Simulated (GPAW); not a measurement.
Runs of GPAW 26.7.0 on GaAs. It takes space group F-43m (No. 216, cubic). The conventional cell has a = 5.654 Å, b = 5.654 Å, c = 5.654 Å, α = 90.00°, β = 90.00°, γ = 90.00°. As (site symmetry -43m) has 4 Ga at 2.45 Å as nearest neighbours. Ga (site symmetry -43m) is surrounded by 4 As at 2.45 Å. 

```tsv
task	level	potentials or basis	spin	k mesh	cutoff (eV)	smearing	maxiter	band path	band points	spin axis theta (degrees)	spin axis phi (degrees)	other keys	gap on the mesh (eV)	pressure (GPa)	V0 of scaled cells (Å³/atom)	B0 (GPa)
equation of state	PBEsol	PAW data sets generated in the run's folder for this functional, pw	off	8 × 8 × 8	600	fermi-dirac 0.05 eV	150	-	-	-	-	-	-	-	22.99	71
band structure	LDA	PAW data sets generated in the run's folder for this functional, pw	off	8 × 8 × 8	600	fermi-dirac 0.05 eV	150	GXWKGLUWLK,UX	100	-	-	-	(d)	(c)	-	-
equation of state	C09-vdW	GPAW PAW data sets (gpaw-data 1.2.1), pw	off	8 × 8 × 8	600	fermi-dirac 0.05 eV	150	-	-	-	-	-	-	-	23.23	69
band structure	PBE	GPAW PAW data sets (gpaw-data 1.2.1), pw	SOC, no magnetisation	8 × 8 × 8	600	fermi-dirac 0.05 eV	150	GXWKGLUWLK,UX	100	54.7	45	-	0.47	4.3	-	-
equation of state	AM05	PAW data sets generated in the run's folder for this functional, pw	off	8 × 8 × 8	600	fermi-dirac 0.05 eV	150	-	-	-	-	-	-	-	23.10	69
single point	PBE	GPAW PAW data sets (gpaw-data 1.2.1), pw	off	8 × 8 × 8	1200	fermi-dirac 0.05 eV	60	-	-	-	-	several, not listed	0.59	4.3	-	-
one-shot levels of the hybrid HSE06	PBE	GPAW PAW data sets (gpaw-data 1.2.1), pw	off	5 × 5 × 5	500	fermi-dirac 0.05 eV	150	-	-	-	-	-	0.58	4.4	-	-
single point	HSE06	GPAW PAW data sets (gpaw-data 1.2.1), pw	off	6 × 6 × 6	450	fermi-dirac 0.05 eV	60	-	-	-	-	-	(b)	-	-	-
band structure	M06-L	GPAW PAW data sets (gpaw-data 1.2.1), pw	SOC, no magnetisation	8 × 8 × 8	600	fermi-dirac 0.05 eV	150	GXWKGLUWLK,UX	80	54.7	45	-	0.94	4.3	-	-
band structure	revPBE	the program's PAW data sets (release 1.2.1) made for this functional, pw	SOC, no magnetisation	8 × 8 × 8	600	fermi-dirac 0.05 eV	150	GXWKGLUWLK,UX	60	0	0	-	(a)	5.8	-	-
```

Alike in all rows: cell as given.

Problem. Fill in the values left out.

Solution. (a) 0.56; (b) 1.32; (c) -0.9; (d) 0.36.

Caveats: the PAW data sets were made with another functional, which shifts forces and pressure a little (some runs); spin-orbit coupling was added after a scalar SCF, so levels and gaps hold it while energy, forces, pressure and moments don't (some runs); this program's spin-orbit splittings come out too wide for heavy elements (some runs); the cutoff is short for stress and forces, so pressures can be off by a GPa or more (some runs); energy and the plain gap are those of the semilocal run (some runs); the hybrids' values are one shot on its orbitals and mesh (some runs).

A k mesh can miss the band edges, and rows without SOC leave out spin-orbit coupling on As, Ga.
